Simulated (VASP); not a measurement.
# KI (strained database structure), PBE single-point calculation: VASP's output and Ansatz's

POSCAR

```
K  I
 1.0000000000000000
     2.3155894493000000   -4.0103014314000003    0.0000000000000000
     2.3155894493000000    4.0103014314000003    0.0000000000000000
     0.0000000000000000    0.0000000000000000    8.1200411857999999
 K   I
   2   2
Cartesian
  2.3155894493000000  0.0000000000000000  4.0600205929000008
  2.3155894493000000  0.0000000000000000  0.0000000000000000
  2.3155894493000000 -2.6740477591093805  2.0300102964500004
  2.3155894493000000  2.6740477591093805  6.0900308893500021
```

VASP ran with the recommended PBE PAW datasets (32 valence electrons in the cell).

From OUTCAR

```
k-points           NKPTS =     39   k-points in BZ     NKDIM =     39   number of bands    NBANDS=     24

   NELECT =      32.0000    total number of electrons

   dimension x,y,z NGX =    36 NGY =   36 NGZ =   60
   dimension x,y,z NGXF=    72 NGYF=   72 NGZF=  120

  energy-cutoff  :      520.00
  volume of cell :      150.81
      direct lattice vectors                 reciprocal lattice vectors
     2.315589449 -4.010301431  0.000000000     0.215927741 -0.124678907  0.000000000
     2.315589449  4.010301431  0.000000000     0.215927741  0.124678907  0.000000000
     0.000000000  0.000000000  8.120041186     0.000000000  0.000000000  0.123152085

 k-points in reciprocal lattice and weights: KPOINTS created by Atomic Simulation Env
   0.00000000  0.00000000  0.00000000       0.007
   0.16666667 -0.00000000  0.00000000       0.028
   0.33333333 -0.00000000  0.00000000       0.028
   0.50000000 -0.00000000  0.00000000       0.014
   0.16666667  0.16666667  0.00000000       0.014
   0.33333333  0.16666667  0.00000000       0.028
   0.50000000  0.16666667  0.00000000       0.028
  -0.33333333  0.16666667  0.00000000       0.028
   ...

 E-fermi :   1.0114

 k-point     1 :       0.0000    0.0000    0.0000
  band No.  band energies     occupation
      1     -27.8397      2.00000
      2     -27.8287      2.00000
      3     -11.7556      2.00000
      4     -11.3509      2.00000
      5     -11.3509      2.00000
      6     -11.3258      2.00000
      7     -11.3258      2.00000
      8     -11.3146      2.00000
      9     -10.2761      2.00000
     10      -9.7402      2.00000
     11      -1.2304      2.00000
     12       0.1715      2.00000
     13       0.1720      2.00000
     14       0.3555      2.00000
     15       0.5873      2.00000
     16       0.5878      2.00000
     17       4.8585      0.00000
     18       6.0621      0.00000
     19       6.2929      0.00000
     20       7.1932      0.00000
     21       7.1942      0.00000
     22       7.4261      0.00000
     23       7.4263      0.00000
     24       9.1372      0.00000

 k-point     2 :       0.1667   -0.0000    0.0000
  band No.  band energies     occupation
      1     -27.8386      2.00000
      2     -27.8278      2.00000
      3     -11.7023      2.00000
      4     -11.4436      2.00000
      5     -11.3570      2.00000
      6     -11.3482      2.00000
      7     -11.3301      2.00000
      8     -11.3104      2.00000
      9     -10.1372      2.00000
     10      -9.7926      2.00000
     11      -1.0500      2.00000
     12      -0.0634      2.00000
     13       0.0382      2.00000
     14       0.1386      2.00000
     15       0.2476      2.00000
     16       0.4681      2.00000
     17       5.4434      0.00000
     18       6.1075      0.00000
     19       6.6410      0.00000
     20       7.4035      0.00000
     21       7.6652      0.00000
     22       7.6681      0.00000
     23       7.7339      0.00000
     24       8.5925      0.00000

 k-point     3 :       0.3333   -0.0000    0.0000
  band No.  band energies     occupation
      1     -27.8362      2.00000
      2     -27.8258      2.00000
      3     -11.6385      2.00000
      4     -11.5285      2.00000
      5     -11.3923      2.00000
      6     -11.3692      2.00000
      7     -11.3386      2.00000
      8     -11.3018      2.00000
      9      -9.9986      2.00000
     10      -9.8110      2.00000
     11      -0.8067      2.00000
     12      -0.6305      2.00000
     13      -0.4369      2.00000
     14       0.0158      2.00000
     15       0.0758      2.00000
     16       0.2502      2.00000
     17       5.6627      0.00000
     18       6.2605      0.00000
     19       6.8676      0.00000
     20       8.0038      0.00000
     21       8.1856      0.00000
     22       8.2525      0.00000
     23       8.3121      0.00000
     24       8.8352      0.00000

 k-point     4 :       0.5000   -0.0000    0.0000
  band No.  band energies     occupation
      1     -27.8350      2.00000
      2     -27.8248      2.00000
      3     -11.6784      2.00000
      4     -11.4770      2.00000
      5     -11.4140      2.00000
      6     -11.3753      2.00000
      7     -11.3429      2.00000
      8     -11.2975      2.00000
      9     -10.0476      2.00000
     10      -9.7213      2.00000
     11      -1.1532      2.00000
     12      -0.6013      2.00000
     13      -0.2517      2.00000
     14      -0.2438      2.00000
     15       0.0491      2.00000
     16       0.1468      2.00000
     17       5.4213      0.00000
     18       6.4330      0.00000
     19       6.6623      0.00000
     20       8.2409      0.00000
     21       8.5796      0.00000
     22       8.9200      0.00000
     23       9.0455      0.00000
     24       9.0723      0.00000

 ...

  Total        3.3659299      3.3619095      3.6966743      0.0000000     -0.0000000      0.0000000
  in kB       35.7592858     35.7165742     39.2730805      0.0000000     -0.0000000      0.0000000
  external PRESSURE =      36.9163135 kB  Pullay stress =       0.0000000 kB

 POSITION                                       TOTAL-FORCE (eV/Angst)
 -----------------------------------------------------------------------------------
      2.31559      0.00000      4.06002         0.000000     -0.000000     -0.000000
      2.31559      0.00000      0.00000        -0.000000     -0.000000     -0.000000
      2.31559     -2.67405      2.03001         0.000000      0.000788      0.000000
      2.31559      2.67405      6.09003         0.000000     -0.000788      0.000000
 -----------------------------------------------------------------------------------
    total drift:                                0.000000      0.000000      0.000000

  FREE ENERGIE OF THE ION-ELECTRON SYSTEM (eV)
  ---------------------------------------------------
  free  energy   TOTEN  =       -10.7213643647 eV

  energy  without entropy=      -10.7213643647  energy(sigma->0) =      -10.72136436
```

Each program uses its own PAW datasets. VASP's cell holds 32 valence electrons and Ansatz's 52. Ansatz's stress includes a Pulay correction; VASP's doesn't.

Task: What does Ansatz give for the same cell and level of theory?

Result: gap between bands v and c 4.28 eV; least direct gap 4.28 eV; pressure 3.6 GPa.

Ansatz printed

```
SCF 1 converged in 10 iterations: F = -18106.997083 eV  dr2 = 1.13e-8
  greatest PAW one-centre occupation: 0.999 electrons in one spin orbital (limit 2), on the I atom at site 3 (counted from 0), in its partial waves of l = 2
NSCF: frozen V_eff on 6 k-points
SCF converged after 10 iterations
Free energy (F): -18106.997083 eV
Harris-Foulkes:  -18106.997083 eV  (|F-HF|=1.80e-8)
Internal energy: -18106.997083 eV  (E = F + TS)
E sigma→0 (E₀):  -18106.997083 eV
Fermi energy:    5.869198 eV
--- Per-component energies (eV) ---
  E_band       = -975.063632
  E_kinetic    = 890.192971
  E_local      = -5299.847816  (includes V_loc(G=0)·N_el)
  E_nonlocal   = -154.244081
  E_hartree    = 2536.700194
  E_xc         = -528.627647
  E_vxc        = -589.898659  (∫ρ·V_xc dr)
  E_paw        = -11198.424163  (= ΣΔE_a)
  E_vpaw       = -894.674565  (= ΣTr[D̂ρ^β])
  E_aug_tail   = -0.000023  (compensation charges beyond the density's cutoff)
  E_ewald      = -4352.746519
  E_smearing   = -0.000000  (= −TS)
  E_closure    = 0.000000  (closes the sum)
  Σ components = -18106.997083   (vs F -18106.997083, Δ=0.00e0)
--- Forces (eV/Å), atoms counted from 1 ---
  atom   1  K      0.00000000     0.00000000    -0.00000000
  atom   2  K      0.00000000     0.00000000    -0.00000000
  atom   3  I      0.00000000     0.00078211    -0.00000000
  atom   4  I     -0.00000000    -0.00078211     0.00000000
  max |Σ_I F_I| component: 2.52e-29 eV/Å
--- Stress (GPa, compression-positive) ---
        3.520355       0.000000       0.000000
        0.000000       3.516169      -0.000000
        0.000000      -0.000000       3.861369
  P = ⅓ Tr σ = 3.6326 GPa (36.326 kbar)
--- Band table (eV; the first three rows and the last of 39) ---
  k-point 0: bands = ["-39.2233", "-39.2233", "-39.2233", "-39.2232", "-39.2223", "-39.2222", "-39.2150", "-39.2150", "-39.2150", "-39.2150", "-24.6981", "-24.6871", "-8.6148", "-8.2093", "-8.2092", "-8.1841", "-8.1841", "-8.1730", "-7.1401", "-6.6039", "1.9082", "3.3072", "3.3077", "3.4909", "3.7231", "3.7236", "7.9997", "9.2081", "9.4359", "10.3434", "10.3443"]
  k-point 1: bands = ["-39.2233", "-39.2233", "-39.2233", "-39.2233", "-39.2223", "-39.2223", "-39.2150", "-39.2150", "-39.2150", "-39.2150", "-24.6965", "-24.6888", "-8.5639", "-8.2592", "-8.2056", "-8.2056", "-8.1878", "-8.1878", "-7.0419", "-6.6705", "2.0901", "3.1812", "3.3626", "3.3631", "3.6559", "3.6563", "8.4453", "9.3884", "9.4097", "10.4766", "10.4776"]
  k-point 2: bands = ["-39.2233", "-39.2233", "-39.2233", "-39.2233", "-39.2223", "-39.2223", "-39.2150", "-39.2150", "-39.2150", "-39.2150", "-24.6926", "-24.6926", "-8.4272", "-8.4272", "-8.1967", "-8.1967", "-8.1967", "-8.1967", "-6.8424", "-6.8424", "2.5789", "2.5789", "3.5033", "3.5033", "3.5038", "3.5038", "9.1278", "9.1278", "10.2125", "10.2125", "10.8114"]
  k-point 38: bands = ["-39.2233", "-39.2233", "-39.2233", "-39.2233", "-39.2222", "-39.2222", "-39.2150", "-39.2150", "-39.2148", "-39.2148", "-24.6883", "-24.6883", "-8.4131", "-8.4131", "-8.2522", "-8.2522", "-8.2175", "-8.2175", "-6.7357", "-6.7357", "2.1523", "2.1523", "3.0329", "3.0329", "3.2347", "3.2347", "9.2250", "9.2250", "9.6038", "9.6038", "12.0358"]
```
